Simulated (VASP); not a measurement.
Crystal: BaTiO3.

```xyz
5
Lattice="3.9998 0.0000 0.0000 0.0000 3.9998 0.0000 0.0000 0.0000 4.0180" Properties=species:S:1:pos:R:3 pbc="T T T"
Ba    0.0000    0.0000    0.0000
Ti    1.9999    1.9999    1.9688
O     0.0000    1.9999    2.0773
O     1.9999    0.0000    2.0773
O     1.9999    1.9999    0.0763
```

| Item | Value |
| --- | --- |
| Program | VASP 6.6.1 |
| Task | relaxation of cell and atoms |
| Functional | revPBE |
| Dispersion | D3(BJ) |
| Potentials or basis | VASP PAW PBE potentials, release 64 (Ba_sv, Ti_sv, O) |
| Cutoff | 600 eV |
| k mesh | 7 × 7 × 7 |
| Occupations | fermi-dirac, width 0.05 eV |
| Spin | no spin polarisation |

At the start: pressure 0.8 GPa; volume 12.86 Å³/atom.

**Question.** How do energy, volume and symmetry change on relaxing?

**Answer.** Over 14 steps the energy falls by 3.4 meV/atom and the volume is 13.08 Å³/atom (+1.7 %); space group P4mm (No. 99, to 0.05 Å).

Step by step:
| step | energy change (eV) | largest force (eV/Å) | pressure (GPa) | volume (Å³) |
| --- | --- | --- | --- | --- |
| 1 | 0.0000 | 0.2769 | 0.82 | 64.28 |
| 2 | -0.0067 | 0.2010 | -0.44 | 64.90 |
| 3 | -0.0075 | 0.1887 | -1.05 | 65.22 |
| 4 | -0.0115 | 0.1094 | -0.22 | 65.06 |
| 5 | -0.0119 | 0.0973 | 0.16 | 64.99 |
| 6 | -0.0136 | 0.0788 | 0.20 | 65.03 |
| 7 | -0.0149 | 0.0820 | 0.25 | 65.08 |
| 8 | -0.0147 | 0.1076 | 0.39 | 65.17 |
| 9 | -0.0153 | 0.0930 | 0.30 | 65.12 |
| 10 | -0.0162 | 0.0715 | -0.18 | 65.39 |
| 11 | -0.0162 | 0.0660 | -0.31 | 65.47 |
| 12 | -0.0166 | 0.0649 | 0.13 | 65.37 |
| 13 | -0.0166 | 0.0531 | 0.04 | 65.39 |
| 14 | -0.0168 | 0.0018 | 0.03 | 65.38 |

Final structure:
```xyz
5
Lattice="3.9861 0.0000 0.0000 0.0000 3.9861 0.0000 0.0000 0.0000 4.1151" Properties=species:S:1:pos:R:3 pbc="T T T"
Ba    0.0000    0.0000    4.1024
Ti    1.9931    1.9931    1.9684
O     0.0000    1.9931    2.1306
O     1.9931    0.0000    2.1306
O     1.9931    1.9931    0.1327
```

Caveat: the PAW data sets were made with another functional, which shifts forces and pressure a little.
